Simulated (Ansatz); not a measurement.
# In2O3 (R-3c) in Ansatz: a series of runs, part 2 of 2

Ansatz 0.2.0. The steps go on from the part before.

## (4) Band structure, r2SCAN

Input file input.yaml:

```yaml
crystal:
  lattice:
    - [2.7435, 1.5839604635, 4.8366666667]
    - [-2.7435, 1.5839604635, 4.8366666667]
    - [0.0, -3.167920927, 4.8366666667]
  atoms:
    - { symbol: In, position: [0.85731, 0.85731, 0.85731] }
    - { symbol: In, position: [0.64269, 0.64269, 0.64269] }
    - { symbol: In, position: [0.14269, 0.14269, 0.14269] }
    - { symbol: In, position: [0.35731, 0.35731, 0.35731] }
    - { symbol: O, position: [0.048, 0.75, 0.452] }
    - { symbol: O, position: [0.75, 0.452, 0.048] }
    - { symbol: O, position: [0.452, 0.048, 0.75] }
    - { symbol: O, position: [0.952, 0.25, 0.548] }
    - { symbol: O, position: [0.25, 0.548, 0.952] }
    - { symbol: O, position: [0.548, 0.952, 0.25] }
hamiltonian:
  xc: r2scan
  pseudopotentials: { kind: paw }
kpoints:
  mp_grid: { grid: [6, 6, 6] }
  band_path:
    path:
      - [[0.0, 0.0, 0.0], [0.5, 0.0, 0.0], [0.5, 0.2381665116, -0.2381665116]]
      - [[0.7618334884, 0.5, 0.2381665116], [0.5, 0.5, 0.5], [0.0, 0.0, 0.0], [0.3690832558, 0.0, -0.3690832558]]
      - [[0.6309167442, 0.3690832558, 0.0], [0.5, 0.5, 0.0], [0.6309167442, 0.6309167442, 0.2381665116], [0.5, 0.5, 0.5]]
      - [[0.5, 0.0, 0.0], [0.7618334884, 0.3690832558, 0.3690832558]]
    npoints: 10
scf:
  occupations: { method: fermi_dirac, width: 0.05 }
  n_extra_bands: 25
output:
  forces: true
  stress: true
  eigenvalues: true
  fatbands: false
```

Potentials or basis: Ansatz PAW.

Started as:

```
> ansatz run input.yaml --threads 4 --pin off --max-ram 11264MiB --backend cpu --events-out ev --progress --plain --runs-dir out
```

Output:

```text
Warning: RAYON_NUM_THREADS=4 ignored (pool sized by the plan → 4); use --threads N
scf.n_extra_bands = 25 over 44 filled bands (N_el = 88.0): the run solves 69 bands
Engine: ansatz 0.2.0, x86_64-unknown-linux-gnu
Pseudopotentials: kind: paw
Pseudopotential: In, paw, valence charge 13, recommended cutoff 500 eV (meta_gga), In.paw.azcp
Pseudopotential: O, paw, valence charge 6, recommended cutoff 500 eV (meta_gga), O.paw.azcp
Functional definition: r2SCAN
  parameter k0 = 0.174
  parameter k1 = 0.065
  parameter a1 = 4.9479
  exchange = r2scan_x(k0 = k0, k1 = k1, a1 = a1)
  correlation = r2scan_c
Crystal: 10 atoms, lattice volume = 126.109 Å³
Basis set: ecut = 500 eV, 3227 PW (Γ), exchange–correlation on 180×180×180 points (64 copies of the dense FFT grid, shifted against one another)
Bands: 69, of which v1, the nominal top of the filled ones, is band 44 counted from 1 (43 counted from 0)
Symmetry: 12 space group operations
Space group: R-3c (ITA 167), of the structure as read, at distance tolerance 5.0e-5 Å
k-points: 32 of 216
Non-local potential: In, projectors of the file, l = 0: 2, l = 1: 2, l = 2: 2, l = 3: 2
Non-local potential: O, projectors of the file, l = 0: 2, l = 1: 2, l = 2: 1
PAW form: soft (Blöchl's): semilocal exchange-correlation on the pseudo side does not see the compensation charge
PAW frozen core: In, regenerated for the run's functional (the file was generated under x = pbe(κ = 0.804, μ = 0.2195149727645171), c = pbe(β = 0.06672455060314922))
PAW frozen core: O, regenerated for the run's functional (the file was generated under x = pbe(κ = 0.804, μ = 0.2195149727645171), c = pbe(β = 0.06672455060314922))
PAW one-centre angular grid: In, 590 points (default); XC on 289 of its mesh's 2783 points in the sphere
PAW one-centre angular grid: O, 302 points (default); XC on 160 Gauss nodes
Initial density: superposition of atomic densities (neutral atoms: chi_scale 0, normalization atom), corrected by the library's trained network
Initial wavefunctions: pseudopotential atomic-orbital guess
Functional: x = r2scan, c = r2scan; τ floored in thin density (d = 2e-4 eV/Å³)
SCF iter   1: F=—  HF=-25861.302923 eV  |F-HF|=—  |Δ(HF+E_count)|=         —  Δρ=1.18e-2  dr2=1.25e-1  dr2_τ=3.47e-1  ethr=1.77e-3  ⟨swp⟩=5.2  Hψ=9655  notcnv=0  defer=378
preconditioner: auto → Resta (q_TF=auto, 2.569 Å⁻¹)  ε∞=3.1  [insulator: Δε(μ)=1.935 eV  Ē_g=21.517 eV  σ=0.050 eV  W_gap=1.00  n_scr=32 (ndim 8)  ℏωp=31.0 eV  f_vac=0.020  D(μ)=0.00/eV (n_scr^D=0)  ε∞_Penn≈3.1]
SCF iter   2: F=—  HF=-25861.458229 eV  |F-HF|=—  |Δ(HF+E_count)|=   1.55e-1  Δρ=6.22e-3  dr2=2.71e-2  dr2_τ=2.16e-3  ethr=1.42e-4  ⟨swp⟩=2.0  Hψ=4134  notcnv=0  defer=626
SCF iter   3: F=—  HF=-25861.456436 eV  |F-HF|=—  |Δ(HF+E_count)|=   1.79e-3  Δρ=9.85e-4  dr2=7.66e-4  dr2_τ=1.30e-4  ethr=3.08e-5  ⟨swp⟩=2.0  Hψ=2798  notcnv=0  defer=626
SCF iter   4: F=—  HF=-25861.456601 eV  |F-HF|=—  |Δ(HF+E_count)|=   1.66e-4  Δρ=2.26e-4  dr2=3.36e-5  dr2_τ=7.19e-6  ethr=8.70e-7  ⟨swp⟩=2.7  Hψ=3053  notcnv=0  defer=626
SCF iter   5: F=—  HF=-25861.456691 eV  |F-HF|=—  |Δ(HF+E_count)|=   9.03e-5  Δρ=6.66e-5  dr2=5.44e-6  dr2_τ=4.32e-7  ethr=3.82e-8  ⟨swp⟩=2.0  Hψ=2158  notcnv=0  defer=626
SCF iter   6: F=—  HF=-25861.456692 eV  |F-HF|=—  |Δ(HF+E_count)|=   3.13e-7  Δρ=1.61e-5  dr2=3.60e-7  dr2_τ=2.76e-8  ethr=6.18e-9  ⟨swp⟩=2.0  Hψ=2954  notcnv=0  defer=626
SCF iter   7: F=-25861.456692 eV  HF=-25861.456692 eV  |F-HF|=6.56e-9  |Δ(HF+E_count)|=   1.09e-8  Δρ=4.44e-6  dr2=2.72e-8  dr2_τ=1.93e-9  ethr=1.14e-10  ⟨swp⟩=12.9  Hψ=13327  notcnv=0
SCF 1 converged in 7 iterations: F = -25861.456692 eV  dr2 = 2.72e-8
NSCF: frozen V_eff on 94 k-points
SCF converged after 7 iterations
Free energy (F): -25861.456692 eV
Harris-Foulkes:  -25861.456692 eV  (|F-HF|=6.56e-9)
Internal energy: -25861.456692 eV  (E = F + TS)
E sigma→0 (E₀):  -25861.456692 eV
Fermi energy:    9.643852 eV
--- Per-component energies (eV) ---
  E_band       = -18.268829
  E_kinetic    = 2042.140876
  E_local      = -5877.460383  (includes V_loc(G=0)·N_el)
  E_nonlocal   = 1775.631886
  E_hartree    = 2269.545559
  E_xc         = -1237.655879
  E_vxc        = -1050.693880  (∫ρ·V_xc dr)
  E_paw        = -17726.225898  (= ΣΔE_a)
  E_vpaw       = -1515.162668  (= ΣTr[D̂ρ^β])
  E_aug_tail   = 0.005977  (compensation charges beyond the density's cutoff)
  E_vtau       = 68.172827  (kinetic-family band-sum trace: ∫τ·v_τ [+ j·A + Jᵃ·Aᵃ] dr)
  E_ewald      = -7111.109369
  E_core_change = 3.670538  (= ΣΔE_core)
  E_smearing   = -0.000000  (= −TS)
  E_closure    = -0.000000  (closes the sum)
  Σ components = -25861.456692   (vs F -25861.456692, Δ=0.00e0)
--- Forces (eV/Å), atoms counted from 1 ---
  atom   1  In    -0.00000000     0.00000000    -0.08251393
  atom   2  In     0.00000000     0.00000000     0.08251393
  atom   3  In     0.00000000     0.00000000     0.08251393
  atom   4  In     0.00000000    -0.00000000    -0.08251393
  atom   5  O     -0.06527786    -0.11306456     0.00000000
  atom   6  O     -0.06527786     0.11306456     0.00000000
  atom   7  O      0.13055571     0.00000000     0.00000000
  atom   8  O      0.06527786     0.11306456    -0.00000000
  atom   9  O      0.06527786    -0.11306456    -0.00000000
  atom  10  O     -0.13055571    -0.00000000    -0.00000000
  max |Σ_I F_I| component: 3.47e-17 eV/Å
--- Stress (GPa, compression-positive) ---
        2.315369       0.000000       0.000000
        0.000000       2.315369      -0.000000
        0.000000      -0.000000       1.557673
  P = ⅓ Tr σ = 2.0628 GPa (20.628 kbar)
--- Band table (eV; the first three rows and the last of 32) ---
  k-point 0: bands = ["-9.9560", "-9.0903", "-9.0903", "-8.8864", "-8.8864", "-8.7971", "-4.0654", "-4.0654", "-3.9129", "-3.9129", "-3.8997", "-3.7780", "-3.7446", "-3.7446", "-3.7024", "-3.7024", "-3.6477", "-3.6477", "-3.5590", "-3.5329", "-3.5307", "-3.5307", "-3.2465", "-3.2465", "-2.5576", "-2.5576", "3.0118", "3.3952", "4.5579", "4.5579", "5.2994", "5.6610", "5.9238", "5.9238", "6.0618", "7.8477", "7.8477", "8.1367", "8.2053", "8.2053", "8.3273", "8.3273", "8.5700", "8.5700", "10.4824", "14.8821", "15.6772", "16.6413", "18.7013", "18.7013", "18.7200", "18.8681", "19.3659", "19.3659", "19.9116", "20.2994", "20.2994", "21.7653", "21.7653", "22.1977", "24.0774", "24.0774", "25.1577", "27.0579", "27.1415", "27.6758", "27.9198", "27.9198", "28.4462"]
  k-point 1: bands = ["-9.8814", "-9.0820", "-9.0756", "-8.9528", "-8.9024", "-8.8220", "-4.0458", "-4.0351", "-3.9297", "-3.9176", "-3.8814", "-3.7893", "-3.7353", "-3.7339", "-3.7186", "-3.7045", "-3.6630", "-3.6491", "-3.5575", "-3.5376", "-3.5284", "-3.4740", "-3.2712", "-3.2330", "-2.6722", "-2.5942", "3.1293", "3.3689", "4.2551", "4.9407", "5.0898", "5.7378", "6.1081", "6.3436", "6.5196", "7.1322", "7.7116", "7.7535", "8.1117", "8.1138", "8.3400", "8.3931", "8.4147", "8.5439", "11.3055", "15.1946", "15.5255", "16.3526", "17.6211", "18.1492", "19.0135", "19.0950", "19.8291", "19.9597", "20.1164", "20.3247", "20.3703", "21.8082", "22.0293", "22.0625", "23.3803", "24.2509", "25.2260", "26.0690", "26.4801", "26.7279", "27.3272", "27.7643", "28.5690"]
  k-point 2: bands = ["-9.6791", "-9.1448", "-9.0496", "-9.0328", "-8.9446", "-8.8844", "-4.0181", "-3.9800", "-3.9237", "-3.9036", "-3.8575", "-3.8078", "-3.7698", "-3.7503", "-3.7142", "-3.7094", "-3.6610", "-3.6345", "-3.5954", "-3.5394", "-3.5237", "-3.3753", "-3.2612", "-3.1918", "-2.8980", "-2.7271", "3.3722", "3.6036", "3.8332", "4.9917", "5.4919", "5.9740", "6.0991", "6.5431", "6.9240", "7.0601", "7.3184", "7.4246", "7.9520", "7.9884", "7.9999", "8.0636", "8.4566", "8.5970", "12.7582", "15.2689", "15.3573", "15.6337", "17.2159", "17.7623", "18.7658", "19.4599", "19.6187", "19.7448", "20.2178", "20.8737", "21.3339", "21.6820", "21.9752", "22.9245", "23.2200", "24.1360", "24.3860", "25.0683", "25.6170", "25.8051", "26.5894", "27.1954", "28.2294"]
  k-point 31: bands = ["-9.4111", "-9.4111", "-8.9904", "-8.9904", "-8.9904", "-8.9904", "-3.9548", "-3.9548", "-3.9443", "-3.9443", "-3.9443", "-3.9443", "-3.7686", "-3.7686", "-3.7686", "-3.7686", "-3.5464", "-3.5464", "-3.5464", "-3.5464", "-3.4431", "-3.4431", "-2.9906", "-2.9906", "-2.9906", "-2.9906", "3.6553", "3.6553", "5.0672", "5.0672", "5.6763", "5.6763", "5.6763", "5.6763", "6.5866", "6.5866", "7.5001", "7.5001", "7.5001", "7.5001", "8.4094", "8.4094", "8.4094", "8.4094", "13.6324", "13.6324", "16.6092", "16.6092", "17.6317", "17.6317", "19.2122", "19.2122", "19.2122", "19.2122", "21.3559", "21.3559", "21.3559", "21.3559", "21.5065", "21.5065", "23.4009", "23.4009", "25.3753", "25.3753", "25.3753", "25.3753", "27.8695", "27.8695", "27.8695"]
```

Run time: 13 s. Hardware: 4 threads of Intel Xeon Platinum 8375C at 2.90GHz (Ice Lake), shared host; peak memory 1.1 GiB.

What came out:

```
Free energy             : -25861.4567 eV
Pressure                : 2.1 GPa
Largest force           : 0.131 eV/Å
Band gap on the k mesh  : 1.89 eV, indirect (least direct gap 1.91 eV)
Band gap along the path : 1.88 eV, indirect (least direct gap 1.91 eV)
```

Forces in eV/Å, atoms in the order of the input:
```
In   0.000  0.000 -0.083
In   0.000  0.000  0.083
In   0.000  0.000  0.083
In   0.000  0.000 -0.083
O   -0.065 -0.113  0.000
O   -0.065  0.113  0.000
O    0.131  0.000  0.000
O    0.065  0.113  0.000
O    0.065 -0.113  0.000
O   -0.131  0.000  0.000
```

Stress tensor (GPa, compression positive):
```
2.32 0.00 0.00
0.00 2.32 0.00
0.00 0.00 1.56
```

Levels at the corners of the path, in eV from the valence-band top:
| point | band 41 | band 42 | band 43 | band 44 | band 45 | band 46 | band 47 | band 48 |
| --- | --- | --- | --- | --- | --- | --- | --- | --- |
| Γ | -0.27 | -0.27 | -0.03 | -0.03 | 1.88 | 6.28 | 7.08 | 8.04 |
| L | -0.73 | -0.73 | -0.07 | -0.07 | 5.61 | 5.61 | 6.65 | 6.65 |
| B1 | -0.35 | -0.35 | -0.15 | -0.15 | 6.30 | 6.30 | 6.61 | 6.61 |
| B | -0.35 | -0.35 | -0.15 | -0.15 | 6.30 | 6.30 | 6.61 | 6.61 |
| Z | -0.19 | -0.19 | -0.19 | -0.19 | 5.03 | 5.03 | 8.01 | 8.01 |
| Γ | -0.27 | -0.27 | -0.03 | -0.03 | 1.88 | 6.28 | 7.08 | 8.04 |
| X | -0.46 | -0.26 | -0.20 | -0.06 | 6.01 | 6.21 | 6.43 | 6.98 |
| Q | -0.46 | -0.26 | -0.20 | -0.06 | 6.01 | 6.21 | 6.43 | 6.98 |
| F | -0.56 | -0.33 | -0.08 | -0.03 | 5.89 | 6.18 | 7.23 | 7.30 |
| P1 | -0.40 | -0.37 | -0.31 | -0.10 | 6.17 | 6.31 | 6.43 | 7.38 |
| Z | -0.19 | -0.19 | -0.19 | -0.19 | 5.03 | 5.03 | 8.01 | 8.01 |
| L | -0.73 | -0.73 | -0.07 | -0.07 | 5.61 | 5.61 | 6.65 | 6.65 |
| P | -0.40 | -0.37 | -0.31 | -0.10 | 6.17 | 6.31 | 6.43 | 7.38 |

Caveat: spin-orbit coupling is left out, which moves the levels of the heavy elements; the PAW data sets come from PBE, with cores solved anew for the run's functional, which leaves a small shift of forces and pressure.

## (5) The runs side by side

| level | cutoff (eV) | gap on the mesh (eV) | pressure (GPa) | largest force (eV/Å) |
| --- | --- | --- | --- | --- |
| LDA | 420 | 1.18 | -3.2 | 0.17 |
| PBEsol | 420 | 1.20 | 2.0 | 0.16 |
| r2SCAN | 500 | 1.89 | 2.1 | 0.13 |

Alike in all rows: task band structure; potentials or basis Ansatz PAW; no spin polarisation; cell as given; k mesh 6 × 6 × 6; smearing fermi-dirac 0.05 eV.

On the cell as given the gap runs from 1.18 eV (LDA) to 1.88 eV (r2SCAN). The pressure there spans -3.2 GPa (LDA) to 2.1 GPa (r2SCAN); a positive pressure means that this level wants a larger cell, a negative one a smaller.

Caveats: spin-orbit coupling is left out, which moves the levels of the heavy elements; the PAW data sets come from PBE, with cores solved anew for the run's functional, which leaves a small shift of forces and pressure.

Absolute energies hang on the potentials; compare differences alone.

## (6) How close it comes

Step 2. Against the measured gap of In2O3, 3.08 eV (optical; powder; “Fabrication and performance enhancement of an In2O3/BiVO4 heterojunction for N-butanol gas sensing applications”, 2024, pmc:11650617), the calculated 1.18 eV is off by -1.90 eV. So large a miss can be the level of theory's own, or it may mean another phase, state or a wrong row. Spin-orbit coupling on In is left out. The value is that of LDA, without temperature or zero-point motion. Semilocal functionals fall short of measured gaps as a rule.

Step 3. A measured gap of In2O3 is 3.08 eV (optical; powder; “Fabrication and performance enhancement of an In2O3/BiVO4 heterojunction for N-butanol gas sensing applications”, 2024, pmc:11650617); the calculated 1.20 eV misses it by -1.88 eV. So large a miss can be the level of theory's own, or it may mean another phase, state or a wrong row. Spin-orbit coupling on In is left out. The value is that of PBEsol, without temperature or zero-point motion. Semilocal functionals fall short of measured gaps as a rule.

Step 4. A measured gap of In2O3 is 3.08 eV (optical; powder; “Fabrication and performance enhancement of an In2O3/BiVO4 heterojunction for N-butanol gas sensing applications”, 2024, pmc:11650617); the calculated 1.88 eV misses it by -1.20 eV. Spin-orbit coupling on In is left out. The value is that of r2SCAN, without temperature or zero-point motion.
